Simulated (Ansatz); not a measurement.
**Relativity along a family in space group F-43m**

All-electron LAPW with PBE in Ansatz 0.2.0. Each compound is solved scalar-relativistically and non-relativistic at one fixed cell (conventional cell and sites; prototypes and MP cells are computed structures that needn't be known phases). Gaps are the smallest over the k mesh and a high-symmetry path, and those under 0.4 eV may close elsewhere:

BeSe: a = 5.07 Å, b = 5.07 Å, c = 5.07 Å; Be 4a (0.000 0.000 0.000), Se 4c (0.250 0.250 0.250); 10×10×10 mesh, smearing 0.03 eV, COD 9008837, reported, may be off
ZnSe: a = 5.67 Å, b = 5.67 Å, c = 5.67 Å; Zn 4a (0.000 0.000 0.000), Se 4c (0.250 0.250 0.250); 8×8×8 mesh, smearing 0.03 eV, COD 9008857, reported
HgSe: a = 6.07 Å, b = 6.07 Å, c = 6.07 Å; Hg 4a (0.000 0.000 0.000), Se 4c (0.250 0.250 0.250); 8×8×8 mesh, smearing 0.01 eV, COD 1538962, reported

| compound | largest Z | P scalar (GPa) | P non-relativistic less P scalar (GPa) | gap scalar (eV) | gap non-relativistic (eV) |
| --- | --- | --- | --- | --- | --- |
| BeSe | 34 | 5.3 | +0.47 | 2.54 | 2.59 |
| ZnSe | 34 | 2.1 | ? | 1.29 | ? |
| HgSe | 80 | 4.9 | +6.35 | none | ? |

What belongs in the row "HgSe", column "gap non-relativistic (eV)"?

0.99.

What belongs in the row "ZnSe", column "gap non-relativistic (eV)"?

1.86.

What belongs in the row "ZnSe", column "P non-relativistic less P scalar (GPa)"?

+1.06.
